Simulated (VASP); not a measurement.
WS2:

```xyz
3
Lattice="1.5790 0.9116 6.1633 -1.5790 0.9116 6.1633 0.0000 -1.8233 6.1633" Properties=species:S:1:pos:R:3 pbc="T T T"
W     0.0000    0.0000    0.0000
S     0.0000    0.0000    4.6170
S     0.0000    0.0000    7.7473
```

Measurements of this composition are mostly on another form, of space group No. 194.

```yaml
Program: VASP 6.6.1
Task: relaxation of cell and atoms
Functional: rev-vdW-DF2
Potentials_or_basis: VASP PAW PBE potentials, release 64 (W_sv, S)
Cutoff: 600 eV
k_mesh: 10 × 10 × 10
Occupations: gaussian, width 0.03 eV
Spin: no spin polarisation
```

At the start: pressure 2.8 GPa; volume 17.74 Å³/atom.

**Question.** Where does the relaxation end?

**Answer.** Over 9 steps the energy falls by 4.4 meV/atom and the volume is 17.99 Å³/atom (+1.4 %); space group R3m (No. 160, to 0.05 Å).

Step by step:
| step | energy change (eV) | largest force (eV/Å) | pressure (GPa) | volume (Å³) |
| --- | --- | --- | --- | --- |
| 1 | 0.0000 | 0.6308 | 2.79 | 53.23 |
| 2 | 0.0374 | 1.1118 | -5.69 | 55.65 |
| 3 | -0.0128 | 0.1093 | -0.30 | 54.02 |
| 4 | -0.0128 | 0.1178 | -0.22 | 54.00 |
| 5 | -0.0127 | 0.1397 | 0.35 | 53.87 |
| 6 | -0.0131 | 0.0040 | 0.07 | 53.94 |
| 7 | -0.0131 | 0.0115 | -0.04 | 53.98 |
| 8 | -0.0131 | 0.0102 | -0.06 | 53.98 |
| 9 | -0.0131 | 0.0087 | -0.04 | 53.97 |

Final structure:
```xyz
3
Lattice="1.5863 0.9159 6.1908 -1.5863 0.9159 6.1908 0.0000 -1.8318 6.1908" Properties=species:S:1:pos:R:3 pbc="T T T"
W     0.0000    0.0000    0.0124
S     0.0000    0.0000    4.6270
S     0.0000    0.0000    7.7800
```

Caveat: the PAW data sets were made with another functional, which shifts forces and pressure a little.
